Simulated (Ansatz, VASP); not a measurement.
# Two plane-wave programs on LiH

```
Li H
1.0
     2.51493    0.00000    0.00000
     0.00000    2.51493    0.00000
     0.00000    0.00000    2.51484
Li H
1 1
Direct
  0.00000 0.00000 0.00000
  0.50000 0.50000 0.50000
```

Change from the starting cell: species swapped into the NbRu type (P4/mmm, No. 123).

Alike in both runs: functional PBE; k mesh 6 × 6 × 6; occupations gaussian, width 0.1 eV; no spin polarisation.

Ansatz relaxed the structure, and its values are those at the end. VASP's run is a single point on that final structure, the one shown.

|  | VASP | Ansatz |
| --- | --- | --- |
| version | VASP 6.6.1 | Ansatz 0.2.0 |
| potentials or method | VASP PAW PBE potentials, release 64 (Li_sv, H) | scalar-relativistic, plane waves, PAW |
| plane-wave cutoff (eV) | 520 | 420 |
| valence electrons in the cell | 4 | 4 |

Ansatz gave:

| Item | Value |
| --- | --- |
| gap on the k mesh at the Fermi level (eV) | 0.70 |
| least direct gap on the mesh (eV) | 4.19 |

Question: Estimate VASP's values.

Answer: gap on the k mesh at the Fermi level (eV): 0.72; least direct gap on the mesh (eV): 4.19.

The functional is the same, so the differences come from potentials, cutoffs and numerics.

 A k mesh can miss the band edges.
